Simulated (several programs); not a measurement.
What each method gives for CSi (ordering on diamond)

CSi as one 4-atom ordering (R-3m) on the diamond lattice, relaxed with r2SCAN in Ansatz, was computed with several methods. The symmetry is R-3m (No. 166, trigonal); conventional cell a = 3.083 Å, c = 15.964 Å, 10.95 Å³ an atom. C has 1 C at 1.62 Å and 3 Si at 1.90 Å; Si has 3 C at 1.90 Å and 1 Si at 2.38 Å. The cell comes from a prototype generator: it can be a known phase or a hypothetical one. Spin polarisation is off.

```xyz
4
Lattice="1.5416 0.8900 5.3212 -1.5416 0.8900 5.3212 0.0000 -1.7801 5.3212" Properties=species:S:1:pos:R:3 pbc="T T T"
C     0.0000    0.0000    7.1707
Si    0.0000    0.0000   14.7740
Si    0.0000    0.0000    1.1897
C     0.0000    0.0000    8.7929
```

Gaps and times are for a single point on this cell; volume and bulk modulus come from each method's own relaxation or energy curve at fixed shape, which is too stiff where a cell has free coordinates or axes. Times are rough, from shared hosts (Arm Neoverse V1; Arm Neoverse V2), and each method has its own mesh and cell size. A double dagger marks a value from a curve with shape and coordinates held. Gaps from k meshes are read at a limited set of points (mesh, symmetry points, PBE's band edges), so each method's own least gap may be somewhat smaller. Force fields have no electrons; where one was fitted to this phase, its volume and modulus reflect the fit. Minimal bases can be far off for gaps. Times of the plane-wave ladder aren't listed, since it ran on unlike processors and cards. GLLB-SC's gap includes the derivative discontinuity. G0W0 is at finite bands, cutoff and mesh. d marks a direct gap, i an indirect one (no mark: not told apart), a dash a value that wasn't computed or didn't pass its checks.

```csv
method,kind,gap (eV),own volume (Å³/atom),bulk modulus (GPa),atoms computed,processor time
SiC_Erhart-Albe.tersoff (LAMMPS),force field,–,10.66,216‡,4,0.11 s
SiC.vashishta (LAMMPS),force field,–,–,–,4,0.11 s
SiCGe.tersoff (LAMMPS),force field,–,–,–,4,0.11 s
non-self-consistent DFTB (CP2K),tight binding,4.13 d,–,–,4,0.58 s
light PBE (260 eV and a coarse mesh),light plane-wave,0.39 i,–,–,4,0.78 s
PBE,semilocal,0.49 i,11.09,196‡,4,–
PBE/single zeta (GPAW),small basis,2.32 i,–,–,4,6.8 s
r2SCAN,semilocal,0.69 i,10.95,208‡,4,–
PBE/SZV (CP2K),small basis,3.88 d,11.65‡,194‡,4,22 s
GLLB-SC (GPAW),model potential,0.95,–,–,4,36 s
PBE/DZVP (CP2K),small basis,0.55 i,11.06‡,196‡,4,54 s
PBE0,hybrid,1.97 i,–,–,4,–
HSE06,hybrid,1.26 i,–,–,4,–
G0W0@r2SCAN (140 eV screening cutoff),many-body,1.26,–,–,4,–
G0W0@HSE06 (140 eV screening cutoff),many-body,1.46,–,–,4,–
G0W0@PBE (210 eV screening cutoff),many-body,1.23,–,–,4,–
```

Against HSE06 (1.26 eV) and with closed or daggered gaps left aside, the nearest gap at the points sampled is that of G0W0@r2SCAN (140 eV screening cutoff) (0.00 eV) and the farthest that of non-self-consistent DFTB (CP2K) (+2.87 eV). HSE06 is only a yardstick of convenience, and nearness to it can be luck.

Volumes against r2SCAN's: SiC_Erhart-Albe.tersoff (LAMMPS) -2.7 %, PBE +1.3 %.

Runs without a result: SiC.vashishta (LAMMPS) (relaxation).
